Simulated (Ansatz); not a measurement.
A surface is cut from this relaxed crystal of WC:

```
CELL_PARAMETERS angstrom
2.89841 0.00000 0.00000
-1.44921 2.51010 0.00000
0.00000 0.00000 2.82761
ATOMIC_POSITIONS crystal
W 0.00000 0.00000 0.00000
C 0.66667 0.33333 0.50000
```

Miller indices refer to the conventional cell of P-6m2 (No. 187), a = 2.898 Å, b = 2.898 Å, c = 2.828 Å, α = 90.00°, β = 90.00°, γ = 120.00°.

The (001) slab of 7 planes, 8.5 Å thick with 15 Å of vacuum as cut; outer planes W (top) and W (bottom).

Computed with Ansatz 0.2.0, DFT PBEsol, scalar-relativistic, plane waves, PAW. Cutoff 420 eV; k points 12×12×1 on the computed 7-atom cell (Γ-centred); Gaussian smearing, width 0.10 eV; no spin polarisation. The cell repeats along c with a dipole correction in the vacuum.

The slab isn't stoichiometric (W4C3), so its surface energy depends on the chemical potentials; it is given with the excess atoms taken from the element's standard state, a limit at which the compound may itself be unstable, so the figure can be too low. The work function read from the bulk's Fermi level differs by 0.40 eV, so the slab's middle doesn't match the bulk reference (too thin, or relaxed to another structure or magnetic state).

With the atoms at the bulk's places:

* Surface energy with the excess atoms taken from the elements: 3.76 J/m²
* Work function: 4.95 eV

Q: What changes when all atoms relax within this surface cell and its symmetry?

A: The energy falls by 0.078 J/m² a face, and the largest move is 0.05 Å.

For the relaxed slab, the surface energy with the excess atoms taken from the elements is 3.68 J/m² and the work function is 4.97 eV.

```json
{"plane (bottom to top)": "1", "atoms": "W", "spacing to next, bulk (Å)": "1.414", "relaxed (Å)": "1.349", "change (%)": "-4.6"}
{"plane (bottom to top)": "2", "atoms": "C", "spacing to next, bulk (Å)": "1.414", "relaxed (Å)": "1.431", "change (%)": "+1.2"}
{"plane (bottom to top)": "3", "atoms": "W", "spacing to next, bulk (Å)": "1.414", "relaxed (Å)": "1.415", "change (%)": "+0.1"}
{"plane (bottom to top)": "4", "atoms": "C", "spacing to next, bulk (Å)": "1.414", "relaxed (Å)": "1.415", "change (%)": "+0.1"}
{"plane (bottom to top)": "5", "atoms": "W", "spacing to next, bulk (Å)": "1.414", "relaxed (Å)": "1.431", "change (%)": "+1.2"}
{"plane (bottom to top)": "6", "atoms": "C", "spacing to next, bulk (Å)": "1.414", "relaxed (Å)": "1.349", "change (%)": "-4.6"}
{"plane (bottom to top)": "7", "atoms": "W", "spacing to next, bulk (Å)": "", "relaxed (Å)": "", "change (%)": ""}
```

Spin-orbit coupling is left out, which matters for the bands of heavy elements.